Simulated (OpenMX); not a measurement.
# NaF (Villiaumite) under changes of volume

One of the cells (12.737 Å³/atom); the others are scaled copies at fixed shape and fractional positions:

```
CELL_PARAMETERS angstrom
0.00000 2.33536 2.33536
2.33536 0.00000 2.33536
2.33536 2.33536 0.00000
ATOMIC_POSITIONS crystal
Na 0.00000 0.00000 0.00000
F 0.50000 0.50000 0.50000
```

- Program: OpenMX 3.8.5
- Functional: PBE
- Potentials or basis: OpenMX 2013 PBE set, Na9.0-s3p2d1, F6.0-s2p2d1, fixed grid of 36 × 36 × 36 points
- k mesh: 11 × 11 × 11
- Occupations: fermi-dirac, width 0.05 eV
- Spin: no spin polarisation

| volume (Å³/atom) | energy over the lowest point (meV/atom) | gap on the mesh (eV) |
| --- | --- | --- |
| 11.738 | ? | ? |
| 11.988 | 14.00 | 6.44 |
| 12.237 | 7.99 | 6.33 |
| 12.737 | 1.12 | 6.11 |
| 12.987 | 0.00 | 6.01 |
| 13.236 | 0.09 | 5.92 |

Question: What does the run at 11.738 Å³/atom give?

Answer: Energy over the lowest point 22.02 meV/atom; gap on the mesh 6.56 eV.

Worked out: A Birch-Murnaghan fit of order 3 (a polynomial in V^(-2/3)) to the other rows has its minimum at 13.09 Å³/atom with B0 = V·E''(V) = 41 GPa and B' = 5.0. It gives 22.09 meV/atom at 11.738 Å³/atom, against the run's 22.02. A straight line through the other rows of the gap, of slope -5.3 eV per unit of ln V (its deformation potential), extrapolates to 6.55 eV, against the run's 6.56.

Energies are extrapolated to zero smearing.

Caveats: an odd mesh through Γ misses points on the zone boundary, where band edges often lie; the basis of atomic orbitals isn't converged, which shifts pressures, moduli and gaps.
